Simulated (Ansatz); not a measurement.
# Si(111) with SH on 75 % of the top atoms and H on the rest: bands and core levels, part 4 of 4

What would XPS and angle-resolved spectra of Si(111) with SH on 75 % of the top atoms and H on the rest look like?

Ansatz 0.2.0; DFT, PBE, plane-wave PAW, default files, scalar-relativistic.

So far, gap on the k-mesh (eV): step 2 (relaxing the atoms) 1.06.

## 4. Core holes

XPS shifts tell sites apart. Each chosen atom gets a core hole in a self-consistent pass of its own.

input.yaml reads:

```yaml
crystal:
  lattice:
    - [7.6791796437, 0.0, 0.0]
    - [3.8395898218, 6.6503646517, 0.0]
    - [0.0, 0.0, 24.9237769138]
  atoms:
    - { symbol: H, position: [-0.0393553544, 0.195911617, 0.7157383617] }
    - { symbol: H, position: [0.6474276352, 0.0310571254, 0.7172462162] }
    - { symbol: H, position: [0.1924597252, 0.3352150126, 0.7152349821] }
    - { symbol: S, position: [-0.0165085963, 0.0080328899, 0.7118555056] }
    - { symbol: S, position: [0.4958574283, -0.0122469249, 0.7113279604] }
    - { symbol: S_h, position: [0.0064508432, 0.5035986918, 0.7115801772] }
    - { symbol: H, position: [0.4993940447, 0.4997326642, 0.6844275809] }
    - { symbol: Si_h, position: [-0.003059194, 0.0022846383, 0.6242739094] }
    - { symbol: Si, position: [0.4999667964, -0.0005145795, 0.624010355] }
    - { symbol: Si, position: [0.002230166, 0.4973386483, 0.6241726568] }
    - { symbol: Si_h, position: [0.4990745158, 0.5009778862, 0.6242535994] }
    - { symbol: Si_h, position: [0.8312962885, 0.3348097718, 0.5922979481] }
    - { symbol: Si, position: [0.3347314814, 0.3331421015, 0.5922310719] }
    - { symbol: Si, position: [0.8339139187, 0.8314020353, 0.5928691049] }
    - { symbol: Si, position: [0.3314103374, 0.8340706847, 0.5929697466] }
    - { symbol: Si, position: [0.8336009822, 0.3330162408, 0.4975227203] }
    - { symbol: Si, position: [0.3338247645, 0.3328396867, 0.4974907049] }
    - { symbol: Si, position: [0.8345203775, 0.8323668467, 0.4977790191] }
    - { symbol: Si, position: [0.3336021062, 0.8337614631, 0.4979395866] }
    - { symbol: Si_h, position: [0.1668483905, 0.1665441835, 0.4655634194] }
    - { symbol: Si, position: [0.667258889, 0.1659634452, 0.4655989457] }
    - { symbol: Si, position: [0.1676744599, 0.6663909371, 0.4656098726] }
    - { symbol: Si, position: [0.666882676, 0.6665842008, 0.4656561508] }
    - { symbol: Si, position: [0.166666667, 0.166666667, 0.370880907] }
    - { symbol: Si, position: [0.666666667, 0.166666667, 0.370880907] }
    - { symbol: Si, position: [0.166666667, 0.666666667, 0.370880907] }
    - { symbol: Si, position: [0.666666667, 0.666666667, 0.370880907] }
    - { symbol: Si, position: [0.0, 0.0, 0.339434911] }
    - { symbol: Si, position: [0.5, 0.0, 0.339434911] }
    - { symbol: Si, position: [0.0, 0.5, 0.339434911] }
    - { symbol: Si, position: [0.5, 0.5, 0.339434911] }
    - { symbol: H, position: [0.0, 0.0, 0.280856309] }
    - { symbol: H, position: [0.5, 0.0, 0.280856309] }
    - { symbol: H, position: [0.0, 0.5, 0.280856309] }
    - { symbol: H, position: [0.5, 0.5, 0.280856309] }
kpoints:
  mp_grid: { grid: [3, 3, 1] }
scf:
  occupations: { method: fermi_dirac, width: 0.02 }
  n_extra_bands: 25
hamiltonian:
  xc: pbe
  pseudopotentials: { kind: paw }
output:
  forces: true
  write_potential: true
  volumetric_format: []
  core_levels:
    shells: { S_h: "2p", Si_h: "2p" }
    counted_from: conduction_bottom
    add_spin: false
efield:
  axis: 3
  dipole_correction: true
```

On the command line:

```sh
$ ansatz run input.yaml --threads 4 --pin off --max-ram 11264MiB --backend cpu --events-out ev --progress --plain --runs-dir out
```

Numbers of over 12 decimals in the logs are rounded to 6 here.

The log of the run:

```text
[...]
Crystal: 35 atoms, lattice volume = 1272.841 Å³
Basis set: ecut = 420 eV, 24809 PW (Γ), exchange–correlation on 108×108×360 points (8 copies of the dense FFT grid, shifted against one another)
Bands: 86, of which v1, the nominal top of the filled ones, is band 61 counted from 1 (60 counted from 0)
Symmetry: 1 space group operations
[...]
k-points: 5 of 9 (time reversal used)
[...]
SCF iter   1: F=—  HF=-18093.808058 eV  |F-HF|=—  |Δ(HF+E_count)|=         —  Δρ=2.00e-3  dr2=5.93e-1  ethr=1.77e-3  p=-0.175 e·Å  D=-2.48e-2 V/Å  ΔV_dip=0.62 eV  dr2_dipole=3.69e-3  V_vac-E_F(+/−)=4.29/3.67 eV  ⟨swp⟩=8.8  Hψ=2428  notcnv=0  defer=26
[...]
SCF iter   8: F=-18093.721829 eV  HF=-18093.721829 eV  |F-HF|=2.19e-8  |Δ(HF+E_count)|=   3.00e-7  Δρ=2.33e-6  dr2=9.55e-8  ethr=8.20e-11  p=-0.152 e·Å  D=-2.16e-2 V/Å  ΔV_dip=0.54 eV  dr2_dipole=3.81e-10  V_vac-E_F(+/−)=4.64/4.11 eV  ⟨swp⟩=25.2  Hψ=4889  notcnv=0
SCF 1 converged in 8 iterations: F = -18093.721829 eV  dr2 = 9.55e-8
[...]
── core hole 1/5: 2p of S_h 5 ──
── 2p of S_h 5: 163.178 eV over the cell without the hole, in 14 iterations ──
── core hole 2/5: 2p of Si_h 7 ──
── 2p of Si_h 7: 100.412 eV over the cell without the hole, in 14 iterations ──
── core hole 3/5: 2p of Si_h 10 ──
── 2p of Si_h 10: 100.036 eV over the cell without the hole, in 14 iterations ──
── core hole 4/5: 2p of Si_h 11 ──
── 2p of Si_h 11: 99.885 eV over the cell without the hole, in 13 iterations ──
── core hole 5/5: 2p of Si_h 19 ──
── 2p of Si_h 19: 99.925 eV over the cell without the hole, in 15 iterations ──
SCF converged after 8 iterations
Free energy (F): -18093.721829 eV
[...]
Internal energy: -18093.721829 eV  (E = F + TS)
E sigma→0 (E₀):  -18093.721829 eV
Fermi energy:    0.422739 eV
Dipole field:    D = -0.021586 V/Å  (p = -0.151837 e·Å, saw-weighted, corrected)
Work function:   Φ+ = 4.6438 eV   Φ− = 4.1058 eV
[...]
--- Forces (eV/Å), atoms counted from 1 ---
  atom   1  H        0.00053671     0.00302695     0.00251640
  atom   2  H        0.00244526     0.00275811     0.00505489
  atom   3  H        0.01100347    -0.00942429     0.01055276
  atom   4  S       -0.00437058    -0.00961577    -0.00991472
  atom   5  S        0.00601774    -0.00289226     0.00027158
  atom   6  S_h     -0.00018611     0.00170111     0.02784222
  atom   7  H        0.00373978    -0.00319210     0.00027916
  atom   8  Si_h    -0.00385877    -0.00324847     0.00619887
  atom   9  Si      -0.00365493    -0.00048114    -0.00675062
  atom  10  Si      -0.00476914     0.02105434    -0.02930004
  atom  11  Si_h    -0.00421283     0.00398428    -0.00214937
  atom  12  Si_h     0.00496293    -0.00673839    -0.00264084
  atom  13  Si       0.00242064    -0.00437559     0.00509184
  atom  14  Si      -0.00083782    -0.00839939    -0.00915529
  atom  15  Si      -0.00131365     0.00516185    -0.00532007
  atom  16  Si      -0.00148426     0.00724587    -0.00078433
  atom  17  Si      -0.00317989     0.00920215    -0.00592872
  atom  18  Si      -0.00930710     0.01064130     0.00159921
  atom  19  Si      -0.00943267    -0.00350594     0.00101119
  atom  20  Si_h     0.00134762    -0.00328428     0.00461949
  atom  21  Si       0.00204777    -0.00802634     0.00011902
  atom  22  Si       0.00331995     0.00137271     0.00356815
  atom  23  Si       0.00080980     0.00238102    -0.00087918
  atom  24  Si      -0.00042414    -0.00566794    -0.07938535
  atom  25  Si      -0.00058032    -0.01536002    -0.07694665
  atom  26  Si       0.00805500     0.00856865    -0.07425733
  atom  27  Si       0.00088536     0.00692941    -0.06573994
  atom  28  Si      -0.00166898    -0.00083305     0.84624310
  atom  29  Si       0.00291811     0.00031788     0.84693327
  atom  30  Si      -0.00193912    -0.00032677     0.85696479
  atom  31  Si      -0.00205572     0.00287118     0.85480520
  atom  32  H        0.00103059     0.00065016    -0.77664725
  atom  33  H       -0.00157509    -0.00019288    -0.77662527
  atom  34  H        0.00167027     0.00040255    -0.77535888
  atom  35  H        0.00161222    -0.00270339    -0.77563313
  max |Σ_I F_I| component: 2.54e-4 eV/Å
--- Band table (eV; the first three rows and the last of 5) ---
  k-point 0: bands = [... 57 lower, -0.5294, -0.5125, -0.1153, -0.1023, 0.9599, 0.9615, 0.9629, 1.4904, ... 21 higher]
  k-point 1: bands = [... 57 lower, -1.2743, -1.0486, -0.9246, -0.4794, 1.1091, 1.6846, 1.8042, 1.8195, ... 21 higher]
  k-point 2: bands = [... 57 lower, -1.2712, -1.0573, -0.9343, -0.4882, 1.1048, 1.6844, 1.8031, 1.8276, ... 21 higher]
  k-point 4: bands = [... 57 lower, -1.4977, -1.3133, -1.1876, -1.1546, 2.0483, 2.2656, 2.3303, 2.4367, ... 21 higher]
--- Core levels from the conduction bottom, as differences alone (as output.core_levels.counted_from types it; a hole's nearest image at 7.7 Å) ---
  the holes have no spin, as output.core_levels.add_spin types it
  atom         alike  shell      binding/eV   shift/eV difference/eV images/eV   SCF
  S_h 5            1     2p               –     +0.000       163.178         –    14
  Si_h 7           1     2p               –     +0.000       100.412         –    14
  Si_h 10          1     2p               –     -0.376       100.036         –    14
  Si_h 11          1     2p               –     -0.526        99.885         –    13
  Si_h 19          1     2p               –     -0.486        99.925         –    15
  the dataset of S_h with a 2p hole: scattering error 0.001 eV (0.001 eV in the local channel); free atom: scalar-relativistic, large and small components
  the two lines of S_h's 2p: 2p1/2 +0.804 eV and 2p3/2 -0.402 eV off its levels, 1 : 2 in strength
  the dataset of Si_h with a 2p hole: scattering error 0.000 eV (0.000 eV in the local channel); free atom: scalar-relativistic, large and small components
  the two lines of Si_h's 2p: 2p1/2 +0.408 eV and 2p3/2 -0.204 eV off its levels, 1 : 2 in strength
```

The job ended after 5.6 min (4 threads of Arm Neoverse N1, shared host; peak memory 2.6 GiB).

Each level is the free energy with the hole less that without it. The electron stays in the lowest empty state, so these are excitation energies, not binding energies. The hole's nearest image is 7.7 Å away, and the holes carry no spin, so absolute levels are rough.

```csv
atom,region,shell,level (eV),shift (eV),j lines (eV),doubts
S6,adsorbate,2p,163.18,-,163.98 / 162.78,-
Si8,layer 1,2p,100.41,+0.49,100.82 / 100.21,-
Si11,layer 1,2p,100.04,+0.11,100.44 / 99.83,-
Si12,layer 2,2p,99.89,-0.04,100.29 / 99.68,-
Si20,middle,2p,99.93,+0.00,100.33 / 99.72,-
```

Levels of p, d and f shells are means over their two j lines, weighted by degeneracy; the splitting comes from the atom's own solve. Shifts count from the last listed atom of each element. With the electron kept in the cell, its attraction to the hole differs by site and enters these shifts.

The Si 2p lines of the listed atoms alone (other atoms of the cell aren't counted), as Gaussians 0.5 eV wide, no depth weighting. The intensity by Si 2p level; read off at these points:

Si 2p level (eV), intensity (%) and a bar:
```
    98.80          0 
    99.00          0 
    99.20          5 #
    99.40         29 #########
    99.60         78 #######################
    99.77        100 ##############################
    99.80         99 ##############################
   100.00         83 #########################
   100.20         82 #########################
   100.40         72 ######################
   100.60         42 #############
   100.80         24 #######
   101.00         12 ####
   101.20          3 #
   101.40          0 
   101.60          0 
   101.80          0
```

## 5. What came out

* ionisation potential: 5.17 eV (upper face; lower face 4.63 eV)
* electron affinity (Kohn–Sham): 4.11 eV (slab's lowest empty level against the upper vacuum)
* Si core shifts among the listed atoms, from the last listed one: -0.04 to +0.49 eV

In words: The valence top of Si(111) with SH on 75 % of the top atoms and H on the rest lies 5.17 eV (upper face; lower face 4.63 eV) below the vacuum and the lowest empty level 4.11 eV below the vacuum of the upper face. Only the strongest levels a point were stored, too few to count surface states. The upper face's value lies 0.54 eV above that of the hydrogen-covered lower face; the difference is the dipole step of the groups. Core shifts: Si -0.04 to +0.49 eV. Among the sites run, the most bound Si 2p level is that of Si8 (layer 1), bonded to 3 Si and 1 S; the least bound, 0.53 eV shallower, that of Si12 (layer 2), bonded to 4 Si. That is the order that electronegative neighbours give as a rule, though screening of the hole enters too. These are excitation energies with the electron kept in the cell, so its attraction to the hole, which differs by site, enters the order. At 21.2 eV the valence spectrum has its highest listed peaks within 10.8 eV at 1.4 eV (S 3p), 2.0 eV (S 3p), 2.8 eV (S 3p), 3.5 eV (S 3p) and 5.6 eV (mixed, H 1s leading). At 1486.7 eV the valence spectrum has its highest listed peaks within 15.2 eV at 6.6 eV (Si 3s), 8.2 eV (Si 3s), 9.0 eV (Si 3s), 9.6 eV (Si 3s) and 13.4 eV (S 3s). The shell named is the one with most of the intensity, cross sections included, not always the one with most states there. In the main run, from 1486.7 eV towards hard X-rays the Si 3s share grows by 14 points, as its cross section falls more slowly with photon energy than those of the shells it gains on. The spectra rest on a 3×3×1 mesh, so closely spaced maxima can be ripples of the mesh. The slab's own atoms span 7.1 Å, so bulk bands appear as a few quantum-well levels, and states of the two faces can mix. The affinity uses the Kohn–Sham gap, which is too small, so the true affinity is lower and the true ionisation potential usually higher.

[Logs are printed without paths, hosts, clocks, repeated set-up lines and the standing remarks that a program may print on its own settings, such as how far it seeks lower states.]

[Hosts, paths, dates, database ids (printed as entryN), source tags and the programs' standing remarks are cut or masked in the printed files.]

[Maps of the electrostatic potential energy from Ansatz leave out the sawtooth potential of an applied field or a dipole correction, so their vacuum need not be flat; work functions include it.]
